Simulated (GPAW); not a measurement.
A run of GPAW 26.7.0 is set up as follows.

run.py

```python
from ase.dft.bandgap import bandgap
from ase.io import read, write
from ase.units import GPa
from gpaw import GPAW, PW, setup_paths

setup_paths.insert(0, '.')

atoms = read('POSCAR')

calc = GPAW(mode=PW(600),
            xc='PBEsol',
            kpts={'size': (5, 5, 5), 'gamma': True},
            occupations={'name': 'methfessel-paxton', 'order': 0, 'width': 0.01},
            nbands=57,
            convergence={'density': 1e-05, 'energy': 1e-05},
            maxiter=150,
            txt='gpaw.txt')
atoms.calc = calc
energy = atoms.get_potential_energy()
forces = atoms.get_forces()
stress = atoms.get_stress()
calc.write('gs.gpw')
write('result.traj', atoms)
print(f'Energy: {energy:.6f} eV')
print('Forces (eV/A):')
print(forces.round(4))
print('Stress (GPa):', (stress / GPa).round(3))
print('Fermi level:', round(calc.get_fermi_level(), 4), 'eV')
print(f'Gap: {bandgap(calc)[0]:.4f} eV, direct: {bandgap(calc, direct=True)[0]:.4f} eV')
```

Contents of POSCAR:

```
CdS
1.0
    5.5064880000      0.0000000000      0.0000000000
    0.0000000000      5.5064880000      0.0000000000
    0.0000000000      0.0000000000      5.5064880000
Cd S
4 4
Direct
    0.0000000000      0.0000000000      0.0000000000
    0.0000000000      0.5000000000      0.5000000000
    0.5000000000      0.0000000000      0.5000000000
    0.5000000000      0.5000000000      0.0000000000
    0.5000000000      0.0000000000      0.0000000000
    0.0000000000      0.5000000000      0.0000000000
    0.0000000000      0.0000000000      0.5000000000
    0.5000000000      0.5000000000      0.5000000000
```

Potentials or basis: PAW data sets generated in the run's folder for this functional, pw.

Command:

```sh
$ gpaw-setup -f PBEsol Cd S
$ OMP_NUM_THREADS=1 python run.py
```

(1) Predict the band gap on the k mesh.

(2) What does it give for the pressure?

## Answers

(1) 0.12 eV.

(2) -4.6 GPa.

Caveat: an odd mesh through Γ misses points on the zone boundary, where band edges often lie.
